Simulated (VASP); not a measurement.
Crystal: ZnSe (Stilleite).

```
Zn Se
1.0
     0.00000    2.83380    2.83380
     2.83380    0.00000    2.83380
     2.83380    2.83380    0.00000
Zn Se
1 1
Direct
  0.00000 0.00000 0.00000
  0.25000 0.25000 0.25000
```

```yaml
Program: VASP 6.6.1
Task: relaxation of cell and atoms
Functional: PBE
Potentials_or_basis: VASP PAW PBE potentials, release 64 (Zn, Se)
Cutoff: 600 eV
k_mesh: 8 × 8 × 8
Occupations: gaussian, width 0.03 eV
Spin: no spin polarisation
```

At the start: pressure 2.3 GPa; volume 22.76 Å³/atom.

Question: Where does the relaxation end?

Answer: Over 4 steps the energy falls by 6.1 meV/atom and the volume is 23.66 Å³/atom (+4.0 %); space group F-43m (No. 216, to 0.05 Å).

The path:
| step | energy change (eV) | largest force (eV/Å) | pressure (GPa) | volume (Å³) |
| --- | --- | --- | --- | --- |
| 1 | 0.0000 | 0.0000 | 2.34 | 45.51 |
| 2 | -0.0114 | 0.0000 | -0.55 | 47.73 |
| 3 | -0.0122 | 0.0000 | 0.11 | 47.25 |
| 4 | -0.0122 | 0.0000 | -0.06 | 47.33 |

Final structure:
```cif
data_structure
_symmetry_space_group_name_H-M 'P 1'
_symmetry_Int_Tables_number 1
_cell_length_a 4.0602
_cell_length_b 4.0602
_cell_length_c 4.0602
_cell_angle_alpha 60.000
_cell_angle_beta 60.000
_cell_angle_gamma 60.000
_cell_volume 47.33
loop_
_atom_site_label
_atom_site_type_symbol
_atom_site_fract_x
_atom_site_fract_y
_atom_site_fract_z
_atom_site_occupancy
Zn1 Zn 0.00000 0.00000 0.00000 1
Se1 Se 0.25000 0.25000 0.25000 1
```
